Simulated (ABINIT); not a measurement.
Crystal: AgBr.

```
Ag Br
1.0
     0.00000    2.87015    2.87015
     2.87015    0.00000    2.87015
     2.87015    2.87015    0.00000
Ag Br
1 1
Direct
  0.00000 0.00000 0.00000
  0.50000 0.50000 0.50000
```

Base run:

| Item | Value |
| --- | --- |
| Program | ABINIT 10.8.3 (patched build) |
| Functional | AM05 |
| Potentials or basis | JTH PAW PBE v2.0 |
| Cutoff | 463 eV |
| k mesh | 8 × 8 × 8 |
| Occupations | fermi-dirac, width 0.05 eV |
| Spin | spin-orbit coupling, no magnetisation |

Its results: band gap on the k mesh 0.51 eV, indirect (least direct gap 2.35 eV); pressure -0.7 GPa.

Question: The run is repeated on the same cell with these changes: functional from AM05 to PW91. What comes out?

Answer: Band gap on the k mesh 0.56 eV, indirect (least direct gap 2.38 eV); pressure 2.0 GPa.

PW91 binds less tightly than AM05, so the same cell stands under more pressure.

Caveats: the PAW data sets were made with another functional, which shifts forces and pressure a little.
